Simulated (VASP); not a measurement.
**ZnAu: single point with LDA**

ZnAu:

```
Zn Au
1.0
     3.14700    0.00000    0.00000
     0.00000    3.14700    0.00000
     0.00000    0.00000    3.14700
Zn Au
1 1
Cartesian
  1.5735 1.5735 1.5735
  0.0000 0.0000 0.0000
```

| Quantity | Value |
| --- | --- |
| Program | VASP 6.6.1 |
| Task | single point |
| Functional | LDA |
| Potentials or basis | VASP PAW LDA potentials, release 64 (Zn, Au) |
| Cutoff | 520 eV |
| k mesh | 9 × 9 × 9 |
| Occupations | methfessel-paxton, width 0.2 eV |
| Spin | no spin polarisation |

```json
{"Pressure": "-6.0 GPa", "Band gap on the k mesh": "none (metal or under the smearing width)"}
```

Levels at points of the mesh, in eV from the Fermi level:
| k point | band 8 | band 9 | band 10 | band 11 | band 12 | band 13 | band 14 | band 15 |
| --- | --- | --- | --- | --- | --- | --- | --- | --- |
| (0.00, 0.00, 0.00) | -5.51 | -3.81 | -3.81 | -3.81 | 4.85 | 4.85 | 4.85 | 8.66 |

Wall time 14 s on 1 thread of Intel(R) Xeon(R) Platinum 8259CL CPU @ 2.50GHz (Skylake/Cascade Lake) (shared host), peak memory 0.14 GiB.

Spin-orbit coupling is left out, which matters for the levels of Au.
